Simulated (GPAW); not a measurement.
Here is a GPAW 26.7.0 calculation.

The input run.py:

```python
import numpy as np
from ase.dft.bandgap import bandgap
from ase.io import read, write
from ase.units import GPa
from gpaw import GPAW, PW
from gpaw.spinorbit import soc_eigenstates

atoms = read('GaN.xyz')

calc = GPAW(mode=PW(800),
            xc='LDA',
            kpts={'size': (7, 7, 4), 'gamma': True},
            occupations={'name': 'fermi-dirac', 'width': 0.05},
            nbands=18,
            convergence={'density': 1e-05, 'energy': 1e-05},
            maxiter=150,
            txt='gpaw.txt')
atoms.calc = calc
energy = atoms.get_potential_energy()
forces = atoms.get_forces()
stress = atoms.get_stress()
calc.write('gs.gpw')
write('result.traj', atoms)
print(f'Energy: {energy:.6f} eV')
print('Forces (eV/A):')
print(forces.round(4))
print('Stress (GPa):', (stress / GPa).round(3))
print('Fermi level:', round(calc.get_fermi_level(), 4), 'eV')
print(f'Gap: {bandgap(calc)[0]:.4f} eV, direct: {bandgap(calc, direct=True)[0]:.4f} eV')

path = atoms.cell.bandpath('GMKGALHA,LM,KH', npoints=80, eps=1e-4)
bs_calc = calc.fixed_density(kpts=path, symmetry='off', nbands=29,
                             convergence={'bands': 'CBM+6.0', 'eigenstates': 1e-6}, txt='bands.txt')
bs = bs_calc.band_structure()
bs.write('bs.json')
print(f'Gap on the path: {bandgap(bs_calc)[0]:.4f} eV')

soc = soc_eigenstates(bs_calc, theta=0, phi=0)
np.savetxt('soc_bands.dat', soc.eigenvalues(), fmt='%.4f')
mesh = soc_eigenstates('gs.gpw', theta=0, phi=0)
np.savetxt('soc_mesh.dat', mesh.eigenvalues(), fmt='%.4f')
print('Fermi level with spin-orbit coupling:', round(mesh.fermi_level, 4), 'eV')
```

File GaN.xyz:

```xyz
4
Lattice="3.1800000000 0.0000000000 0.0000000000 -1.5900000000 2.7539607840 0.0000000000 0.0000000000 0.0000000000 5.1660000000" Properties=species:S:1:pos:R:3 pbc="T T T"
Ga     1.5900000002      0.9179869279      2.5830000000
Ga    -0.0000000002      1.8359738561      0.0000000000
N      1.5900000002      0.9179869279      4.5202500000
N     -0.0000000002      1.8359738561      1.9372500000
```

Potentials or basis: the program's PAW data sets (release 1.2.1) made for this functional, pw.

The run is started by

```sh
$ OMP_NUM_THREADS=1 python run.py
```

Problem. Estimate the band gap on the k mesh.

Solution. 2.11 eV, direct.

Problem. What does it give for the pressure?

Solution. 3.3 GPa.

Problem. What does it give for the largest force?

Solution. 0.169 eV/Å.

Problem. Predict the band gap along the path.

Solution. 2.11 eV, direct.

Forces on the atoms (eV/Å):
```
Ga   0.000  0.000 -0.169
Ga   0.000  0.000 -0.169
N    0.000  0.000  0.169
N    0.000  0.000  0.169
```

Caveat: spin-orbit coupling was added after a scalar SCF, so levels and gaps hold it while energy, forces, pressure and moments don't; this program's spin-orbit splittings come out too wide for heavy elements.

**Experimental background.**

“Studying electronic properties in GaN without electrical contacts using γ-γ vs e−-γ Perturbed Angular Correlations”, 2019, pmc:6823545 quotes, for a bulk crystal of GaN: band gap 3.503 ± 0.005 eV (direct).

A measured gap of GaN is 3.503 eV (direct; quoted in “Studying electronic properties in GaN without electrical contacts using γ-γ vs e−-γ Perturbed Angular Correlations”, 2019, pmc:6823545); the calculated 2.11 eV misses it by -1.39 eV. The value is that of LDA, without temperature or zero-point motion. Semilocal functionals fall short of measured gaps as a rule.
